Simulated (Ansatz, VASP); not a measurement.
**InP in VASP and in Ansatz**

```
CELL_PARAMETERS angstrom
0.00000 2.73251 2.73251
2.73251 0.00000 2.73251
2.73251 2.73251 0.00000
ATOMIC_POSITIONS crystal
In 0.00000 0.00000 0.00000
P 0.50000 0.50000 0.50000
```

Alike in both runs: task single point; functional PBE; k mesh 10 × 10 × 10; occupations gaussian, width 0.05 eV; no spin polarisation.

|  | VASP | Ansatz |
| --- | --- | --- |
| version | VASP 6.6.1 | Ansatz 0.2.0 |
| potentials or method | VASP PAW PBE potentials, release 64 (In_d, P) | scalar-relativistic, plane waves, PAW |
| plane-wave cutoff (eV) | 520 | 420 |
| valence electrons in the cell | 18 | 18 |

|  | VASP | Ansatz | Ansatz less VASP |
| --- | --- | --- | --- |
| gap on the k mesh at the Fermi level (eV) | none | none | - |
| pressure (GPa) | 3.3 | 3.3 | +0.05 |

A gap of «none» marks a metal or a gap that the smearing closes. With one functional, cell and mesh, what is left measures potentials, basis and numerics.
